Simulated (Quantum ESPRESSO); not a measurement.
Crystal: BN.

```xyz
2
Lattice="0.0000 1.8130 1.8130 1.8130 0.0000 1.8130 1.8130 1.8130 0.0000" Properties=species:S:1:pos:R:3 pbc="T T T"
N     0.9065    0.9065    0.9065
B     0.0000    0.0000    0.0000
```

The cell is a database's computed one.

```yaml
Program: Quantum ESPRESSO 7.5
Task: phonons and Raman activities
Functional: PBE
Potentials_or_basis: PseudoDojo 0.4.1 SR PBE standard
Cutoff: 1143 eV
Density_cutoff: 4572 eV
k_mesh: 8 × 8 × 8, shifted
Occupations: fermi-dirac, width 0.05 eV
Spin: no spin polarisation
Mixing_beta: 0.5
Most_SCF_iterations: 120
SCF_threshold: 4e-10 Ry
```

The cell and the atoms were relaxed first, to 5.95 Å³/atom (a = 2.562 Å, b = 2.562 Å, c = 2.562 Å, α = 60.00°, β = 60.00°, γ = 60.00°), and the response was taken there.

The first run showed a gap, so the response started from a second, tighter run with fixed occupations.

Where do the zone-centre optical modes lie?

T2 at 1029 cm⁻¹ (IR and Raman). Polar modes are given without the macroscopic field (transverse values).

Optical modes at Γ, degenerate ones joined, polar ones without the macroscopic field:
```
cm⁻¹  components  symmetry     active in  IR intensity, summed ((D/Å)²/amu)
1029           3        T2  IR and Raman                              41.39
```

Non-resonant Raman activities from finite differences of the dielectric tensor, degenerate modes summed:
```
cm⁻¹  modes  symmetry  activity (Å⁴/amu)
1029      3        T2               23.3
```

Zone-centre frequencies without and with the macroscopic field along z (cm⁻¹):
|  | optical modes in rising order |
| --- | --- |
| without | 1029 1029 1029 |
| with the field | 1029 1029 1266 |
